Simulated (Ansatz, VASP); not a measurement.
## WC: VASP beside Ansatz

```xyz
2
Lattice="0.0000 2.1901 2.1901 2.1901 0.0000 2.1901 2.1901 2.1901 0.0000" Properties=species:S:1:pos:R:3 pbc="T T T"
W     0.0000    0.0000    0.0000
C     2.1901    2.1901    2.1901
```

Alike in both runs: functional PBE; k mesh 15 × 15 × 15; occupations fermi-dirac, width 0.08 eV; no spin polarisation.

Ansatz relaxed the structure, and its values are those at the end. VASP's run is a single point on that final structure, the one shown.

|  | VASP | Ansatz |
| --- | --- | --- |
| version | VASP 6.6.1 | Ansatz 0.2.0 |
| potentials or method | VASP PAW PBE potentials, release 64 (W_sv, C) | PAW with Ansatz's default frozen-core files, scalar-relativistic |
| plane-wave cutoff (eV) | 520 | 420 |
| valence electrons in the cell | 18 | 18 |

|  | VASP | Ansatz | Ansatz less VASP |
| --- | --- | --- | --- |
| pressure (GPa) | 0.9 | 0.0 | -0.90 |

Spin-orbit coupling is left out, which matters for the levels of W.
